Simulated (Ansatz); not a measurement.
# Residual resistivity of an alloy: Nb(100) with 4 layers of random Nb-Re, 2x2

Wanted: resistance against the alloy's length, first Nb(100) with 4 layers of random Nb-Re, 2x2.

Method: Ansatz plane-wave DFT, PBE, PAW files; ballistic transport by layer matching (Landauer), zero bias; PAW set soft_1, in Ansatz 0.2.0.

Most raw output is cut from this account.

## (1) Set-up

The cell holds 56 atoms: 48 Nb and 8 Re. Its edges and angles: a = 6.613 Å, b = 6.613 Å, c = 23.144 Å, α = 90.0°, β = 90.0°, γ = 90.0°. It derives from Nb. Regions: lead, 40 atoms (40 Nb); scattering region, 16 atoms (8 Re and 8 Nb). The structure is stacked along c, and the current runs across the ab planes.

## (2) With 4 alloy layers

In 4 layers a share of 0.5 of the sites is given to Re at random. The layers about the cell's end stay perfect and serve as the lead. Disorder leaves little or no symmetry, which makes such runs dear. Energies from -0.05 to 0.05 eV in steps of 0.05 eV are too few for the program's thermal sum, so it prints no conductance; for a metal the transmission near the Fermi level serves, at a fraction of the cost.

input.yaml reads:

```yaml
crystal:
  lattice:
    - [6.6126, 0.0, 0.0]
    - [0.0, 6.6126, 0.0]
    - [0.0, 0.0, 23.1441]
  atoms:
    - { symbol: Nb, position: [0.0, 0.0, 0.0357142857] }
    - { symbol: Nb, position: [0.0, 0.5, 0.0357142857] }
    - { symbol: Nb, position: [0.5, 0.0, 0.0357142857] }
    - { symbol: Nb, position: [0.5, 0.5, 0.0357142857] }
    - { symbol: Nb, position: [0.25, 0.25, 0.1071428571] }
    - { symbol: Nb, position: [0.25, 0.75, 0.1071428571] }
    - { symbol: Nb, position: [0.75, 0.25, 0.1071428571] }
    - { symbol: Nb, position: [0.75, 0.75, 0.1071428571] }
[... 44 atom lines left out ...]
    - { symbol: Nb, position: [0.25, 0.25, 0.9642857143] }
    - { symbol: Nb, position: [0.25, 0.75, 0.9642857143] }
    - { symbol: Nb, position: [0.75, 0.25, 0.9642857143] }
    - { symbol: Nb, position: [0.75, 0.75, 0.9642857143] }
kpoints:
  mp_grid: { grid: [4, 4, 1] }
hamiltonian:
  xc: pbe
  pseudopotentials: { kind: paw, azcp: { folder: soft_1 } }
scf:
  occupations: { method: fermi_dirac, width: 0.1 }
output:
  transmission: { leads: [[0, 4]], kmesh: [8, 8], e_range: [-0.05, 0.05], de: 0.05 }
  write_potential: true
  write_density: true
  volumetric_format: npy
```

Started as:

```console
ansatz run input.yaml --threads 4 --pin off --max-ram 15360MiB --backend cpu --events-out ev --progress --plain --runs-dir out
```

Run time: 6.4 min. Hardware: 4 threads of AMD EPYC 9R14 (Zen 4), shared host; peak memory 8.3 GiB.

This step gave:

| Quantity | Value |
| --- | --- |
| free energy | -305469.1545 eV |
| energy at zero smearing | -305468.1807 eV |
| Fermi energy | 17.97 eV |
| cell area | 43.73 Å² |
| transmission per spin nearest the Fermi level | 4.527 |
| open channels per spin nearest the Fermi level | 10.86 |
| step of the lead's potential | 7.9 meV |

Per spin. Transmission, zone mean against energy, zero at the Fermi level:

| energy (eV) | transmission, zone mean |
| --- | --- |
| -0.0500 | 4.69 |
| 0.0000 | 4.53 |
| 0.0500 | 4.38 |

Per spin. Table of open channels, zone mean, lead by energy, zero at the Fermi level:

| energy (eV) | open channels, zone mean, lead |
| --- | --- |
| -0.0500 | 11.7 |
| 0.0000 | 10.9 |
| 0.0500 | 10.4 |

Transmission over k1 and k2. At 0.0000 eV from the Fermi level.

Ten even steps from '_' (2.16) to '@' (8.63):
```
____..::--::..__
__..--**##++--..
..::**%%@@%%++::
::--##@@@@@@##--
..::++%%@@%%**::
__..--++##**--..
____..::--::..__
..____..::..____
```
Columns: k1 (b1) from -0.5 to 0.375; rows upwards: k2 (b2) from -0.5 to 0.375.

Open channels over k1 and k2. At 0.0000 eV from the Fermi level.

Values, 8 rows by 8 columns:
```
 4.0  9.0  9.0 14.0 14.0 14.0  9.0  9.0
10.0  9.0 10.0 12.0 14.0 12.0 10.0  9.0
10.0 14.0 12.0 11.0 11.0 11.0 12.0 14.0
14.0 14.0 14.0 11.0 11.0 11.0 14.0 14.0
10.0 14.0 12.0 11.0 11.0 11.0 12.0 14.0
10.0  9.0 10.0 12.0 14.0 12.0 10.0  9.0
 4.0  9.0  9.0 14.0 14.0 14.0  9.0  9.0
 4.0  4.0 10.0 10.0 14.0 10.0 10.0  4.0
```
Columns: k1 (b1) from -0.5 to 0.375; rows upwards: k2 (b2) from -0.5 to 0.375.

Over the solved energies the transmission per spin lies between 4.38 and 4.69, out of 11.0 channels of the lead on average (up to 11.7).

## (3) With 8 alloy layers

In 8 layers a share of 0.5 of the sites is given to Re at random. A fresh draw is used; the growth of the resistance with length is what counts.

System of this step: Nb(100) with 8 layers of random Nb-Re, 2x2. The cell holds 72 atoms: 56 Nb and 16 Re. Its edges and angles: a = 6.613 Å, b = 6.613 Å, c = 29.757 Å, α = 90.0°, β = 90.0°, γ = 90.0°. It derives from Nb. Regions: lead, 40 atoms (40 Nb); scattering region, 32 atoms (16 Nb and 16 Re). The structure is stacked along c, and the current runs across the ab planes.

input.yaml reads:

```yaml
crystal:
  lattice:
    - [6.6126, 0.0, 0.0]
    - [0.0, 6.6126, 0.0]
    - [0.0, 0.0, 29.7567]
  atoms:
    - { symbol: Nb, position: [0.0, 0.0, 0.0277777778] }
    - { symbol: Nb, position: [0.0, 0.5, 0.0277777778] }
    - { symbol: Nb, position: [0.5, 0.0, 0.0277777778] }
    - { symbol: Nb, position: [0.5, 0.5, 0.0277777778] }
    - { symbol: Nb, position: [0.25, 0.25, 0.0833333333] }
    - { symbol: Nb, position: [0.25, 0.75, 0.0833333333] }
    - { symbol: Nb, position: [0.75, 0.25, 0.0833333333] }
    - { symbol: Nb, position: [0.75, 0.75, 0.0833333333] }
[... 60 atom lines left out ...]
    - { symbol: Nb, position: [0.25, 0.25, 0.9722222222] }
    - { symbol: Nb, position: [0.25, 0.75, 0.9722222222] }
    - { symbol: Nb, position: [0.75, 0.25, 0.9722222222] }
    - { symbol: Nb, position: [0.75, 0.75, 0.9722222222] }
kpoints:
  mp_grid: { grid: [4, 4, 1] }
hamiltonian:
  xc: pbe
  pseudopotentials: { kind: paw, azcp: { folder: soft_1 } }
scf:
  occupations: { method: fermi_dirac, width: 0.1 }
output:
  transmission: { leads: [[0, 4]], kmesh: [8, 8], e_range: [-0.05, 0.05], de: 0.05 }
  write_potential: true
  write_density: true
  volumetric_format: npy
```

Run time: 14 min. Hardware: 4 threads; peak memory 8.6 GiB; 47 min of CPU time.

Numbers from this step:

```yaml
free_energy: -428840.8792 eV
energy_at_zero_smearing: -428839.6678 eV
fermi_energy: 18.15 eV
transmission_per_spin_nearest_the_fermi_level: 3.143
open_channels_per_spin_nearest_the_fermi_level: 10.83
step_of_the_lead_s_potential: 6.6 meV
```

Per spin. Table of transmission, zone mean by energy, zero at the Fermi level:

| energy (eV) | transmission, zone mean |
| --- | --- |
| -0.0500 | 3.21 |
| 0.0000 | 3.14 |
| 0.0500 | 3.13 |

Over the solved energies the transmission per spin lies between 3.13 and 3.21, out of 11.0 channels of the lead on average (up to 11.7).

## (4) With 12 alloy layers

In 12 layers a share of 0.5 of the sites is given to Re at random. A fresh draw is used; the growth of the resistance with length is what counts.

System of this step: Nb(100) with 12 layers of random Nb-Re, 2x2. The cell holds 88 atoms: 64 Nb and 24 Re. Cell: a = 6.613 Å, b = 6.613 Å, c = 36.369 Å, α = 90.0°, β = 90.0°, γ = 90.0°. It derives from Nb. Regions: lead, 40 atoms (40 Nb); scattering region, 48 atoms (24 Re and 24 Nb). The structure is stacked along c, and the current runs across the ab planes.

input.yaml reads:

```yaml
crystal:
  lattice:
    - [6.6126, 0.0, 0.0]
    - [0.0, 6.6126, 0.0]
    - [0.0, 0.0, 36.3693]
  atoms:
    - { symbol: Nb, position: [0.0, 0.0, 0.0227272727] }
    - { symbol: Nb, position: [0.0, 0.5, 0.0227272727] }
    - { symbol: Nb, position: [0.5, 0.0, 0.0227272727] }
    - { symbol: Nb, position: [0.5, 0.5, 0.0227272727] }
    - { symbol: Nb, position: [0.25, 0.25, 0.0681818182] }
    - { symbol: Nb, position: [0.25, 0.75, 0.0681818182] }
    - { symbol: Nb, position: [0.75, 0.25, 0.0681818182] }
    - { symbol: Nb, position: [0.75, 0.75, 0.0681818182] }
[... 76 atom lines left out ...]
    - { symbol: Nb, position: [0.25, 0.25, 0.9772727273] }
    - { symbol: Nb, position: [0.25, 0.75, 0.9772727273] }
    - { symbol: Nb, position: [0.75, 0.25, 0.9772727273] }
    - { symbol: Nb, position: [0.75, 0.75, 0.9772727273] }
kpoints:
  mp_grid: { grid: [4, 4, 1] }
hamiltonian:
  xc: pbe
  pseudopotentials: { kind: paw, azcp: { folder: soft_1 } }
scf:
  occupations: { method: fermi_dirac, width: 0.1 }
output:
  transmission: { leads: [[0, 4]], kmesh: [8, 8], e_range: [-0.05, 0.05], de: 0.05 }
  write_potential: true
  write_density: true
  volumetric_format: npy
```

Wall time 20 min (4 threads); peak memory 9.2 GiB; 68 min of CPU time.

This step gave:

```
free energy                                    : -552214.5422 eV
energy at zero smearing                        : -552213.1872 eV
Fermi energy                                   : 18.23 eV
transmission per spin nearest the Fermi level  : 2.650
open channels per spin nearest the Fermi level : 10.86
step of the lead's potential                   : 7.5 meV
```

Per spin. The transmission, zone mean by energy, zero at the Fermi level:

| energy (eV) | transmission, zone mean |
| --- | --- |
| -0.0500 | 2.66 |
| 0.0000 | 2.65 |
| 0.0500 | 2.58 |

Over the solved energies the transmission per spin lies between 2.58 and 2.66, out of 11.0 channels of the lead on average (up to 11.8).

## (5) Resistance against length

This step: Ansatz plane-wave DFT, PBE, PAW files; ballistic transport by layer matching (Landauer), zero bias; residual resistivity from the slope of the area resistance, atoms on the host's lattice; PAW set soft_1 (Ansatz 0.2.0).

Numbers from this step:

```yaml
resistivity: 68.18 µΩ cm
intercept: 0.3101 fΩ m²
scatter_about_the_fit: 0.04134 fΩ m²
```

Resistance, by row:

| run | length (Å) | T | channels N | RA (fΩ m²) |
| --- | --- | --- | --- | --- |
| n4 | 6.613 | 4.531 | 10.98 | 0.7317 |
| n8 | 13.23 | 3.162 | 10.97 | 1.27 |
| n12 | 19.84 | 2.63 | 11.02 | 1.633 |

The area resistance by length of the alloy:

| length of the alloy (Å) | area resistance (fΩ m²) |
| --- | --- |
| 6.61 | 0.732 |
| 13.23 | 1.27 |
| 19.84 | 1.63 |

The area resistance goes from 0.73 to 1.6 fΩ m² between 6.6 and 19.8 Å, a slope of 68 µΩ cm.

By hand from the end points: (1.633 − 0.7317) fΩ m² / (19.84 − 6.61) Å = 68 µΩ cm, since 1 fΩ m² per Å is 1000 µΩ cm.

## (6) Outcome

| Quantity | Value |
| --- | --- |
| resistivity from the slope | 68.2 µΩ cm |
| area resistance over 6.61 Å | 0.732 fΩ m² |
| area resistance over 13.2 Å | 1.27 fΩ m² |
| area resistance over 19.8 Å | 1.63 fΩ m² |

The slope gives 68 µΩ cm. The points scatter by 0.041 fΩ m² about the line, with one random draw a length in a 2x2 cell, so the slope is a rough value. Read with a model of isotropic scattering on a spherical Fermi surface and the lead's 1.9×10¹⁵ S/m², this slope means a mean free path near 5.7 Å (a rough figure, since the alloy's own channel count differs); over these lengths the model's slope is within 3 % of its bulk resistivity, though a free path of a few ångströms strains the picture. The atoms sit on the host's lattice, so scattering by size misfit is left out. With 50 % of Re, whose own structure is another, this is a hypothetical phase. Spin-orbit coupling is left out, which matters for Re.

[Logs are printed without paths, hosts, clocks, repeated set-up lines and the standing remarks that a program may print on its own settings, such as how far it seeks lower states.]

[Hosts, paths, dates, database ids (printed as entryN), source tags and the programs' standing remarks are cut or masked in the printed files.]
